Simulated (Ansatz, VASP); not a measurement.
**Two plane-wave programs on Os**

```
CELL_PARAMETERS angstrom
0.00000 1.84775 2.04225
1.84775 0.00000 2.04225
1.84775 1.84775 0.00000
ATOMIC_POSITIONS crystal
Os 0.00000 0.00000 0.00000
```

Change from the starting cell: strain -0.050 along x and y, +0.050 along z, atoms carried along.

Alike in both runs: task single point; functional PBEsol; k mesh 20 × 20 × 20; occupations gaussian, width 0.15 eV; no spin polarisation.

|  | VASP | Ansatz |
| --- | --- | --- |
| version | VASP 6.6.1 | Ansatz 0.2.0 |
| potentials or method | VASP PAW PBE potentials, release 64 (Os) | scalar-relativistic, plane waves, PAW |
| plane-wave cutoff (eV) | 520 | 420 |
| valence electrons in the cell | 8 | 16 |

|  | VASP | Ansatz | Ansatz less VASP |
| --- | --- | --- | --- |
| gap on the k mesh at the Fermi level (eV) | none | none | - |
| pressure (GPa) | 2.9 | 2.3 | -0.59 |
| largest component of the traceless stress (GPa) | 27.31 | 27.45 | +0.136 |

A gap of «none» marks a metal or a gap that the smearing closes. The two sets of potentials don't hold the same shells in valence.

Caveats: the PAW data sets were made with another functional, which shifts forces and pressure a little (VASP). Spin-orbit coupling is left out, which matters for the levels of Os.
